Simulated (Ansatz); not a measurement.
Runs of Ansatz 0.2.0 on Re. The structure is hexagonal, space group P6_3/mmc (No. 194). Conventional cell: a = 2.761 Å, b = 2.761 Å, c = 4.458 Å, α = 90.00°, β = 90.00°, γ = 120.00°. Re (site symmetry -6m2) has 12 Re at 2.74 to 2.76 Å as nearest neighbours. 

| task | level | potentials or basis | cell | k mesh | cutoff (eV) | smearing | points for each segment of the path | mesh quality | gap on the mesh (eV) | pressure (GPa) | V0 of scaled cells (Å³/atom) | relaxed volume (Å³/atom) | B0 (GPa) |
| --- | --- | --- | --- | --- | --- | --- | --- | --- | --- | --- | --- | --- | --- |
| band structure | PBE | Ansatz PAW earlier set | as given | 11 × 11 × 6 | 660 | fermi-dirac 0.05 eV | 14 | not flagged | none | (b) | - | - | - |
| relaxation of cell and atoms | LDA | Ansatz PAW | relaxed | 11 × 11 × 6 | 420 | fermi-dirac 0.05 eV | - | not flagged | - | 0.0 | - | (a) | - |
| single point | PBE | Ansatz PAW | as given | 11 × 11 × 6 | 420 | gaussian 0.021 eV | - | not flagged | none | 5.8 | - | - | - |
| equation of state | RPBE+D4 | Ansatz PAW | as given | 11 × 11 × 6 | 420 | fermi-dirac 0.05 eV | - | not flagged | - | - | 14.60 | - | 383 |
| equation of state | PBE | Ansatz PAW earlier set | as given | 11 × 11 × 6 | 560 | fermi-dirac 0.05 eV | - | not flagged | - | - | 14.96 | - | (c) |
| equation of state | LDA | Ansatz PAW | as given | 11 × 11 × 6 | 420 | fermi-dirac 0.05 eV | - | not flagged | - | - | 14.33 | - | 403 |
| single point | PBE | Ansatz PAW | as given | 11 × 11 × 6 | 420 | gaussian 0.028 eV | - | not flagged | none | 5.8 | - | - | - |
| relaxation of cell and atoms | revPBE | Ansatz PAW | relaxed | 11 × 11 × 6 | 420 | fermi-dirac 0.05 eV | - | not flagged | - | 0.0 | - | 15.07 | - |
| equation of state | r2SCAN | Ansatz PAW | as given | 11 × 11 × 6 | 500 | fermi-dirac 0.05 eV | - | not flagged | - | - | 14.70 | - | 386 |
| relaxation of cell and atoms | HSE03 | Ansatz PAW | relaxed | 6 × 6 × 3 | 420 | fermi-dirac 0.05 eV | - | coarse | none | - | - | 14.58 | - |
| relaxation of cell and atoms | PBEsol+D4 | Ansatz PAW | relaxed | 11 × 11 × 6 | 420 | fermi-dirac 0.05 eV | - | not flagged | - | 0.0 | - | 14.40 | - |
| relaxation of cell and atoms | PBEsol | Ansatz PAW | relaxed | 11 × 11 × 6 | 420 | fermi-dirac 0.05 eV | - | not flagged | - | 0.0 | - | 14.55 | - |

Alike in all rows: no spin polarisation.

Question: Fill in the values left out.

Answer: (a) 14.33; (b) 6.2; (c) 362.

Caveats: some runs use coarse meshes; the PAW data sets come from PBE, with cores solved anew for the run's functional, which leaves a small shift of forces and pressure (some runs); the plane-wave basis is chosen anew once the cell has moved, so the energies of steps on either side of that aren't comparable (some runs); the cell was scaled at fixed shape and fractional positions, which overstates the stiffness of a crystal with free parameters, most of all of layers and chains (some runs); the potentials were made for another functional, which shifts forces and pressure (some runs).

A k mesh can miss the band edges, and the runs leave out spin-orbit coupling on Re.

A gap of «none» marks a metal or a gap under the smearing width.

Not every run made on this cell is shown here.
